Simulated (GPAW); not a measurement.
# Ru (P6_3/mmc) in GPAW: reference runs

How does Ru come out in PBE? The cell is run as given and disturbed.

Everything below comes from runs of GPAW 26.7.0. Logs are shortened: lines on timing, memory, paths and dates and some standing lists are left out, and cuts for length are marked. The log counts tension as positive stress, the text compression.

### 1 Starting point

The structure is hexagonal, space group P6_3/mmc (No. 194). The conventional cell has a = 2.706 Å, b = 2.706 Å, c = 4.282 Å, α = 90.00°, β = 90.00°, γ = 120.00°. Around Ru (site symmetry -6m2) lie 12 Ru at 2.65 to 2.71 Å.

### 2 Single point, PBE

File run.py:

```python
from ase import Atoms
from ase.dft.bandgap import bandgap
from ase.io import write
from ase.units import GPa
from gpaw import GPAW, PW

atoms = Atoms(['Ru', 'Ru'],
              cell=[[2.7058, 0.0, 0.0],
                    [-1.3529, 2.3432915376, 0.0],
                    [0.0, 0.0, 4.2819]],
              scaled_positions=[[0.6666666667, 0.3333333333, 0.75],
                                [0.3333333333, 0.6666666667, 0.25]],
              pbc=True)

calc = GPAW(mode=PW(600),
            xc='PBE',
            kpts={'size': (11, 11, 6), 'gamma': True},
            occupations={'name': 'fermi-dirac', 'width': 0.05},
            nbands=29,
            convergence={'density': 1e-05, 'energy': 1e-05},
            maxiter=150,
            txt='gpaw.txt')
atoms.calc = calc
energy = atoms.get_potential_energy()
forces = atoms.get_forces()
stress = atoms.get_stress()
calc.write('gs.gpw')
write('result.traj', atoms)
print(f'Energy: {energy:.6f} eV')
print('Forces (eV/A):')
print(forces.round(4))
print('Stress (GPa):', (stress / GPa).round(3))
print('Fermi level:', round(calc.get_fermi_level(), 4), 'eV')
print(f'Gap: {bandgap(calc)[0]:.4f} eV, direct: {bandgap(calc, direct=True)[0]:.4f} eV')
```

Potentials or basis: GPAW PAW data sets (gpaw-data 1.2.1), pw.

Run with:

```console
> OMP_NUM_THREADS=1 python run.py
```

gpaw.txt:

```text
__  _  _
 | _ |_)|_||  |
 |__||  | ||/\| - 26.7.0

Input parameters:
  mode=PW(ecut=600.0),
  convergence={'density': 1e-05, 'energy': 1e-05},
  kpts=MonkhorstPack(size=(11, 11, 6), gamma=True),
  maxiter=150,
  nbands=29,
  occupations=Occupations(name='fermi-dirac', width=0.05),
  xc=XC(name='PBE')

Diagonalizing LCAO Hamiltonian
Converting LCAO to pw mode

          Ru

        Ru

Atoms  # Å, Bohr magnetons
|   | symbol |         x |        y |        z |    initial magnetic moments |
|---|--------|-----------|----------|----------|-----------------------------|
| 0 |     Ru |  1.352900 | 0.781097 | 3.211425 | ( 0.0000,  0.0000,  0.0000) |
| 1 |     Ru | -0.000000 | 1.562194 | 1.070475 | ( 0.0000,  0.0000,  0.0000) |

Unit cell  # Å
| periodic |         x |        y |        z |  lengths |     angles |
|----------|-----------|----------|----------|----------|------------|
|      yes |  2.705800 | 0.000000 | 0.000000 | 2.705800 |  90.000000 |
|      yes | -1.352900 | 2.343292 | 0.000000 | 2.705800 |  90.000000 |
|      yes |  0.000000 | 0.000000 | 4.281900 | 4.281900 | 120.000000 |

Number of symmetries: 12
Symmetry operations  # r_c * U_cc + t_c -> r_c
|    | kind |            matrix            |
|----|------|------------------------------|
|  0 |  σ   |  1, 1, 0,  0,-1, 0,  0, 0, 1 |
|  1 |  S6  |  1, 1, 0, -1, 0, 0,  0, 0,-1 |
|  2 |  E   |  1, 0, 0,  0, 1, 0,  0, 0, 1 |
|  3 |  C2  |  1, 0, 0, -1,-1, 0,  0, 0,-1 |
|  4 |  C2  |  0, 1, 0,  1, 0, 0,  0, 0,-1 |
|  5 |  C3  |  0, 1, 0, -1,-1, 0,  0, 0, 1 |
|  6 |  S6  |  0,-1, 0,  1, 1, 0,  0, 0,-1 |
|  7 |  σ   |  0,-1, 0, -1, 0, 0,  0, 0, 1 |
|  8 |  σ   | -1, 0, 0,  1, 1, 0,  0, 0, 1 |
|  9 |  i   | -1, 0, 0,  0,-1, 0,  0, 0,-1 |
| 10 |  C3  | -1,-1, 0,  1, 0, 0,  0, 0, 1 |
| 11 |  C2  | -1,-1, 0,  0, 1, 0,  0, 0,-1 |

BZ-sampling:
  Number of BZ points: 726
  Number of IBZ points: 84

  Monkhorst-Pack size: [11, 11, 6]
  Monkhorst-Pack shift: [0.0, 0.0, 0.08333333333333333]

K-points  # in reciprocal-cell coordinates
|     |                                coordinates |     weight |
|-----|--------------------------------------------|------------|
|   0 | (  0.00000000,   0.00000000,   0.00000000) | 0.00137741 |
|   1 | (  0.00000000,   0.00000000,   0.16666667) | 0.00275482 |
|   2 | (  0.00000000,   0.00000000,   0.33333333) | 0.00275482 |
|   3 | (  0.00000000,   0.00000000,   0.50000000) | 0.00137741 |
|   4 | (  0.09090909,   0.00000000,  -0.33333333) | 0.00826446 |
|   5 | (  0.09090909,   0.00000000,  -0.16666667) | 0.00826446 |
|   6 | (  0.09090909,   0.00000000,   0.00000000) | 0.00826446 |
|   7 | (  0.09090909,   0.00000000,   0.16666667) | 0.00826446 |
|   8 | (  0.09090909,   0.00000000,   0.33333333) | 0.00826446 |
|   9 | (  0.09090909,   0.00000000,   0.50000000) | 0.00826446 |
| ... |                                            |            |
|  83 | (  0.45454545,   0.45454545,   0.50000000) | 0.00826446 |

Plane wave coefficients: 935
Cutoff: 600.0 eV

Spin-components: 1 (collinear spins)
Bands:           29
Projectors:      12
Spin-degeneracy: 2
Datatype:        complex128

Density:
  Valence electrons: 32.0
  Components: 1
  Grid points: [16 16 25]
  Charge: 0.0  # |e|

Potential:
  Grid points: [16 16 25]

species:
  Ru:
    name:    Ruthenium
    Z:       44.0
    valence: 16
    core:    28
    charge:  0.0  # [|e|]
    compensation charges:
      type: gauss
      rc: 0.39  # [Å]
      lmax: 2
    cutoffs:
      filter: 2.16  # [Å]
      core: 1.30  # [Å]
    projectors
    | kind |    occ | energy [eV] | rcut [Å] |
    |------|--------|-------------|----------|
    |   4s |  2.000 |     -76.316 |    1.281 |
    |   5s |  1.000 |      -4.236 |    1.281 |
    |   4p |  6.000 |     -46.423 |    1.286 |
    |   5p |  0.000 |      -0.913 |    1.286 |
    |   4d |  7.000 |      -5.203 |    1.254 |
    |    d |        |      22.008 |    1.254 |

    Using partial waves for Ru as LCAO basis

Reference energy: -246490.249966  # eV

eigensolver:
  PPCG
  Converge bands: occupied
  niter=2

density mixing:
  MSR1-Mixer
  Pratt-step length: 0.05
  Maximum mixing coefficient: 0.75
  Old densities: 10
  SVD Regularization: 0.005
  Good broyden scale: 1.0
  Trust region scale: 1.0
  Backstep threshold: 4.0
  History deletion threshold: 6.0
  Fourier metric: weight=20.0, sigma=0.015

occupation numbers:
  Fermi-Dirac:
    width: 0.0500  # eV

poisson solver:
  ecut: 4800.0  # eV

xc functional:
  name: PBE with 2 nearest neighbor stencil

convergence criteria:
- Maximum integral of absolute [dens]ity change: 1e-05 electrons / valence electron
- Maximum [total energy] change in last 3 cyles: 1e-05 eV / valence electron
- Maximum integral of absolute [eigenst]ate change: 4e-08 eV^2 / valence electron
maximum number of iterations: 150

SCF iterations
|iter     | |      energy | eigst |  dens |
|---------|-|-------------|-------|-------|
|iter:   1| |  -20.532366 | +0.18 |       |
|iter:   2| |  -20.193985 | -2.65 | -1.07 |
|iter:   3| |  -18.928810 | -1.66 | -1.12 |
|iter:   4| |  -18.923569 | -3.99 | -2.08 |
|iter:   5| |  -18.922228 | -3.97 | -2.37 |
|iter:   6| |  -18.922251 | -6.50 | -3.63 |
|iter:   7| |  -18.922256c| -6.91 | -3.94 |
|iter:   8| |  -18.922256c| -7.57c| -4.78 |
|iter:   9| |  -18.922256c| -8.62c| -5.49c|

Converged in 9 steps
Energy contributions relative to reference atoms: (reference = -246490.249966)

Energy contributions:
  Kinetic:          -4.986586
  Coulomb:          -2.318728
  Zero:             -0.348068
  External:          0.000000
  Xc:              -11.260489
  Entropy:          -0.016771
  Spinorbit:         0.000000
  ----------------------------
  Free energy:     -18.930641
  Extrapolated:    -18.922256

dipole moment: (0.000000, 0.000000, 0.000001)  # |e|*Ang

Fermi level: 13.366
Eigenvalues  # (at kpt = [0.000, 0.000, 0.000])
| band index |      eig [eV] | occ [0-2] |
|------------|---------------|-----------|
|          0 |       -59.688 |     2.000 |
|        ... |               |           |
|          9 |         7.288 |     2.000 |
|         10 |        10.852 |     2.000 |
|         11 |        10.852 |     2.000 |
|         12 |        11.025 |     2.000 |
|         13 |        11.528 |     2.000 |
|         14 |        11.528 |     2.000 |
[... 8 lines left out ...]
|         23 |        31.980 |     0.000 |
|         24 |        36.802 |     0.000 |
|        ... |               |           |
|         28 |        38.482 |     0.000 |

No gap
No difference between direct/indirect transitions

Forces  # eV/Ang
|        x |        y |        z |
|----------|----------|----------|
| -0.00000 |  0.00000 | -0.00028 |  # Ru   0
|  0.00000 | -0.00000 |  0.00028 |  # Ru   1

Stress tensor  # eV/Ang^3
|         x |         y |         z |
|-----------|-----------|-----------|
| -0.022846 | -0.000000 |  0.000000 |
| -0.000000 | -0.022846 | -0.000000 |
|  0.000000 | -0.000000 | -0.022805 |

# Writing to gs.gpw (mode='')
```

Run time: 39 s. Hardware: 1 thread of Intel Xeon Platinum 8259CL at 2.50GHz (Skylake/Cascade Lake), shared host; peak memory 0.18 GiB.

Results:

```
Free energy            : -18.9306 eV
Pressure               : 3.7 GPa
Band gap on the k mesh : none (metal or under the smearing width)
```

### 3 Single point, PBE (atoms moved at random, drawn with an rms of 0.05 Å)

run.py, as its differences from that of step 2:

```diff
@@ -1,4 +1,3 @@
-from ase import Atoms
 from ase.dft.bandgap import bandgap
-from ase.io import write
+from ase.io import read, write
 from ase.units import GPa
@@ -6,9 +5,3 @@
 
-atoms = Atoms(['Ru', 'Ru'],
-              cell=[[2.7058, 0.0, 0.0],
-                    [-1.3529, 2.3432915376, 0.0],
-                    [0.0, 0.0, 4.2819]],
-              scaled_positions=[[0.6666666667, 0.3333333333, 0.75],
-                                [0.3333333333, 0.6666666667, 0.25]],
-              pbc=True)
+atoms = read('Ru.xyz')
```

File Ru.xyz:

```xyz
2
Lattice="2.7058000000 0.0000000000 0.0000000000 -1.3529000000 2.3432915376 0.0000000000 0.0000000000 0.0000000000 4.2819000000" Properties=species:S:1:pos:R:3 pbc="T T T"
Ru     1.3540878462      0.8057314220      3.1908033696
Ru    -0.0504401707      1.5944482042      1.0433577273
```

Potentials or basis: GPAW PAW data sets (gpaw-data 1.2.1), pw.

Run with:

```console
> OMP_NUM_THREADS=1 python run.py
```

gpaw.txt:

```text
__  _  _
 | _ |_)|_||  |
 |__||  | ||/\| - 26.7.0

Input parameters:
  mode=PW(ecut=600.0),
  convergence={'density': 1e-05, 'energy': 1e-05},
  kpts=MonkhorstPack(size=(11, 11, 6), gamma=True),
  maxiter=150,
  nbands=29,
  occupations=Occupations(name='fermi-dirac', width=0.05),
  xc=XC(name='PBE')

Diagonalizing LCAO Hamiltonian
Converting LCAO to pw mode

          Ru

        Ru

Atoms  # Å, Bohr magnetons
|   | symbol |         x |        y |        z |    initial magnetic moments |
|---|--------|-----------|----------|----------|-----------------------------|
| 0 |     Ru |  1.354088 | 0.805731 | 3.190803 | ( 0.0000,  0.0000,  0.0000) |
| 1 |     Ru | -0.050440 | 1.594448 | 1.043358 | ( 0.0000,  0.0000,  0.0000) |

Unit cell  # Å
| periodic |         x |        y |        z |  lengths |     angles |
|----------|-----------|----------|----------|----------|------------|
|      yes |  2.705800 | 0.000000 | 0.000000 | 2.705800 |  90.000000 |
|      yes | -1.352900 | 2.343292 | 0.000000 | 2.705800 |  90.000000 |
|      yes |  0.000000 | 0.000000 | 4.281900 | 4.281900 | 120.000000 |

Number of symmetries: 1
Symmetry operations  # r_c * U_cc + t_c -> r_c
|   | kind |            matrix            |
|---|------|------------------------------|
| 0 |  E   |  1, 0, 0,  0, 1, 0,  0, 0, 1 |

BZ-sampling:
  Number of BZ points: 726
  Number of IBZ points: 364

  Monkhorst-Pack size: [11, 11, 6]
  Monkhorst-Pack shift: [0.0, 0.0, 0.08333333333333333]

K-points  # in reciprocal-cell coordinates
|     |                                coordinates |     weight |
|-----|--------------------------------------------|------------|
|   0 | (  0.00000000,   0.00000000,   0.00000000) | 0.00137741 |
|   1 | (  0.00000000,   0.00000000,   0.16666667) | 0.00275482 |
|   2 | (  0.00000000,   0.00000000,   0.33333333) | 0.00275482 |
|   3 | (  0.00000000,   0.00000000,   0.50000000) | 0.00137741 |
|   4 | (  0.00000000,   0.09090909,  -0.33333333) | 0.00275482 |
|   5 | (  0.00000000,   0.09090909,  -0.16666667) | 0.00275482 |
|   6 | (  0.00000000,   0.09090909,   0.00000000) | 0.00275482 |
|   7 | (  0.00000000,   0.09090909,   0.16666667) | 0.00275482 |
|   8 | (  0.00000000,   0.09090909,   0.33333333) | 0.00275482 |
|   9 | (  0.00000000,   0.09090909,   0.50000000) | 0.00275482 |
| ... |                                            |            |
| 363 | (  0.45454545,   0.45454545,   0.50000000) | 0.00275482 |

Plane wave coefficients: 935
Cutoff: 600.0 eV

Spin-components: 1 (collinear spins)
Bands:           29
Projectors:      12
Spin-degeneracy: 2
Datatype:        complex128

Density:
  Valence electrons: 32.0
  Components: 1
  Grid points: [16 16 25]
  Charge: 0.0  # |e|

Potential:
  Grid points: [16 16 25]

species:
  Ru:
    name:    Ruthenium
    Z:       44.0
    valence: 16
    core:    28
    charge:  0.0  # [|e|]
    compensation charges:
      type: gauss
      rc: 0.39  # [Å]
      lmax: 2
    cutoffs:
      filter: 2.16  # [Å]
      core: 1.30  # [Å]
    projectors
    | kind |    occ | energy [eV] | rcut [Å] |
    |------|--------|-------------|----------|
    |   4s |  2.000 |     -76.316 |    1.281 |
    |   5s |  1.000 |      -4.236 |    1.281 |
    |   4p |  6.000 |     -46.423 |    1.286 |
    |   5p |  0.000 |      -0.913 |    1.286 |
    |   4d |  7.000 |      -5.203 |    1.254 |
    |    d |        |      22.008 |    1.254 |

    Using partial waves for Ru as LCAO basis

Reference energy: -246490.249966  # eV

eigensolver:
  PPCG
  Converge bands: occupied
  niter=2

density mixing:
  MSR1-Mixer
  Pratt-step length: 0.05
  Maximum mixing coefficient: 0.75
  Old densities: 10
  SVD Regularization: 0.005
  Good broyden scale: 1.0
  Trust region scale: 1.0
  Backstep threshold: 4.0
  History deletion threshold: 6.0
  Fourier metric: weight=20.0, sigma=0.015

occupation numbers:
  Fermi-Dirac:
    width: 0.0500  # eV

poisson solver:
  ecut: 4800.0  # eV

xc functional:
  name: PBE with 2 nearest neighbor stencil

convergence criteria:
- Maximum integral of absolute [dens]ity change: 1e-05 electrons / valence electron
- Maximum [total energy] change in last 3 cyles: 1e-05 eV / valence electron
- Maximum integral of absolute [eigenst]ate change: 4e-08 eV^2 / valence electron
maximum number of iterations: 150

SCF iterations
|iter     | |      energy | eigst |  dens |
|---------|-|-------------|-------|-------|
|iter:   1| |  -20.521805 | +0.18 |       |
|iter:   2| |  -20.184302 | -2.65 | -1.07 |
|iter:   3| |  -18.919704 | -1.66 | -1.12 |
|iter:   4| |  -18.914274 | -3.93 | -2.08 |
|iter:   5| |  -18.912920 | -3.97 | -2.36 |
|iter:   6| |  -18.913024 | -6.08 | -3.58 |
|iter:   7| |  -18.912934c| -6.56 | -3.20 |
|iter:   8| |  -18.912945c| -6.79 | -3.86 |
|iter:   9| |  -18.912945c| -7.55c| -4.69 |
|iter:  10| |  -18.912945c| -8.09c| -5.13c|

Converged in 10 steps
Energy contributions relative to reference atoms: (reference = -246490.249966)

Energy contributions:
  Kinetic:          -4.892792
  Coulomb:          -2.390906
  Zero:             -0.349042
  External:          0.000000
  Xc:              -11.271686
  Entropy:          -0.017037
  Spinorbit:         0.000000
  ----------------------------
  Free energy:     -18.921464
  Extrapolated:    -18.912945

dipole moment: (-0.298644, 0.342400, -0.240994)  # |e|*Ang

Fermi level: 13.374
Eigenvalues  # (at kpt = [0.000, 0.000, 0.000])
| band index |      eig [eV] | occ [0-2] |
|------------|---------------|-----------|
|          0 |       -59.688 |     2.000 |
|        ... |               |           |
|          9 |         7.289 |     2.000 |
|         10 |        10.819 |     2.000 |
|         11 |        10.893 |     2.000 |
|         12 |        10.986 |     2.000 |
|         13 |        11.498 |     2.000 |
|         14 |        11.590 |     2.000 |
[... 8 lines left out ...]
|         23 |        31.953 |     0.000 |
|         24 |        36.623 |     0.000 |
|        ... |               |           |
|         28 |        38.459 |     0.000 |

No gap
No difference between direct/indirect transitions

Forces  # eV/Ang
|        x |        y |        z |
|----------|----------|----------|
| -0.33278 |  0.04800 | -0.08266 |  # Ru   0
|  0.33278 | -0.04800 |  0.08266 |  # Ru   1

Stress tensor  # eV/Ang^3
|         x |         y |         z |
|-----------|-----------|-----------|
| -0.021753 | -0.006242 | -0.000326 |
| -0.006242 | -0.024157 |  0.000044 |
| -0.000326 |  0.000044 | -0.024996 |

# Writing to gs.gpw (mode='')
```

It took 2.8 min on 1 thread of Intel Xeon Platinum 8259CL at 2.50GHz (Skylake/Cascade Lake), shared host; peak memory 0.34 GiB.

Results:

| Quantity | Value |
| --- | --- |
| Free energy | -18.9215 eV |
| Pressure | 3.8 GPa |
| Largest force | 0.346 eV/Å |
| Band gap on the k mesh | none (metal or under the smearing width) |

Forces in eV/Å, atoms in the order of the input:
```
Ru  -0.333  0.048 -0.083
Ru   0.333 -0.048  0.083
```
